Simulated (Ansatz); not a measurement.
Band gaps on a Γ-centred 6×6×6 mesh, computed with PBE in Ansatz (plane waves, PAW datasets (generated hard set); cutoff 700 eV), no spin polarisation, no spin–orbit coupling.

Problem. Which crystal has a gap of 5.02 eV, direct?
A. LiF (rock salt, a = 4.070 Å)
B. BN (zinc blende, a = 3.630 Å)
C. MgO (rock salt, a = 4.250 Å)
D. PbSe (rock salt, a = 6.210 Å)
E. CuCl (zinc blende, a = 5.420 Å)
F. CsCl (CsCl, a = 4.200 Å)

Solution. F. CsCl 5.02 eV, direct; MgO 4.48 eV, direct; PbSe 0.43 eV, direct; CuCl 0.53 eV, direct; BN 4.45 eV, indirect; LiF 8.80 eV, direct.

A gap read on the mesh is an upper bound of this method's gap, since the mesh can miss a band edge. Spin–orbit coupling is left out; with heavy elements it can shift the gap and split levels by tenths of an eV. Semilocal functionals give gaps that mostly lie well below measured ones.
